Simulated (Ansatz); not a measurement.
Write the native input for Ansatz 0.2.0 that does the following.

```yaml
Task: band structure
Functional: PBEsol
Potentials_or_basis: all-electron LAPW, non-relativistic
Cutoff: 201 eV (chosen from the basis error)
Basis_error_allowed: 0.002 eV/atom
k_mesh: 8 × 8 × 5
Occupations: fermi-dirac, width 0.05 eV
Spin: no spin polarisation
```

Crystal: ZrS2.

```
Zr S
1.0
     3.69138    0.00000    0.00000
    -1.84569    3.19683    0.00000
     0.00000    0.00000    6.04108
Zr S
1 2
Direct
  0.00000 0.00000 0.00000
  0.33333 0.66667 0.23791
  0.66667 0.33333 0.76209
```

The cell is a database's computed one.

These files were run (other wordings do the same):

input.yaml

```yaml
crystal:
  lattice:
    - [3.6913825498, 0.0, 0.0]
    - [-1.8456912749, 3.1968310632, 0.0]
    - [0.0, 0.0, 6.04107701]
  atoms:
    - { symbol: Zr, position: [0.0, 0.0, 0.0] }
    - { symbol: S, position: [0.3333333333, 0.6666666667, 0.23790997] }
    - { symbol: S, position: [0.6666666667, 0.3333333333, 0.76209003] }
kpoints:
  mp_grid: { grid: [8, 8, 5] }
  band_path:
    path:
      - [0.0, 0.0, 0.0]
      - [0.5, 0.0, 0.0]
      - [0.3333333333, 0.3333333333, 0.0]
      - [0.0, 0.0, 0.0]
      - [0.0, 0.0, 0.5]
      - [0.5, 0.0, 0.5]
      - [0.3333333333, 0.3333333333, 0.5]
      - [0.0, 0.0, 0.5]
    npoints: 10
scf:
  occupations: { method: fermi_dirac, width: 0.05 }
hamiltonian:
  xc: pbesol
  pseudopotentials:
    kind: all_electron
    lapw: { basis_error: 0.002 }
    relativity: none
output:
  forces: true
  stress: true
  eigenvalues: true
```

Potentials or basis: all-electron LAPW, non-relativistic.

Command:

```console
$ ansatz run input.yaml --threads 2 --pin off --max-ram 8192MiB --backend cpu --events-out ev --progress --plain --runs-dir out
```

Results of the run:

| Property | Result |
| --- | --- |
| Pressure | -2.2 GPa |
| Largest force | 0.110 eV/Å |
| Band gap on the k mesh | 0.91 eV, indirect (least direct gap 1.45 eV) |
| Band gap along the path | 0.88 eV, indirect (least direct gap 1.45 eV) |

Caveat: relativity is left out, which matters for the heavier elements; this functional lacks dispersion, which binds the layers, so the pressure and a relaxed spacing across them are unreliable.

Run time: 21 s on 2 threads of Intel(R) Xeon(R) Processor @ 2.50GHz (Skylake/Cascade Lake), on a shared host, peak memory 0.36 GiB.
